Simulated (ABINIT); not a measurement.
The system is Be.

```
CELL_PARAMETERS angstrom
2.28530 0.00000 0.00000
-1.14265 1.97913 0.00000
0.00000 0.00000 3.58420
ATOMIC_POSITIONS crystal
Be 0.66667 0.33333 0.75000
Be 0.33333 0.66667 0.25000
```

```yaml
Program: ABINIT 10.8.3 (patched build)
Task: relaxation of cell and atoms
Functional: WC
Potentials_or_basis: Ansatz PAW PBE default generated set, frozen core
Cutoff: 419 eV
k_mesh: 10 × 10 × 6
Occupations: fermi-dirac, width 0.05 eV
Spin: no spin polarisation
```

At the start: pressure -3.3 GPa; volume 8.11 Å³/atom.

Problem. Where does the relaxation end?

Solution. Over 6 steps the energy falls by 3.2 meV/atom and the volume is 7.89 Å³/atom (-2.7 %); space group P6_3/mmc (No. 194, to 0.05 Å).

The path:
```tsv
step	energy change (eV)	largest force (eV/Å)	pressure (GPa)	volume (Å³)
1	0.0000	0.0000	-3.31	16.21
2	-0.0039	0.0000	-2.11	16.05
3	-0.0065	0.0000	0.12	15.76
4	-0.0065	0.0000	0.01	15.78
5	-0.0065	0.0000	0.01	15.78
6	-0.0065	0.0000	0.00	15.78
```

Final structure:
```xyz
2
Lattice="2.2744 0.0000 0.0000 -1.1372 1.9697 0.0000 0.0000 0.0000 3.5221" Properties=species:S:1:pos:R:3 pbc="T T T"
Be    1.1372    0.6566    2.6416
Be    0.0000    1.3131    0.8805
```

Caveat: the PAW data sets were made with another functional, which shifts forces and pressure a little; the atomic spheres overlap.
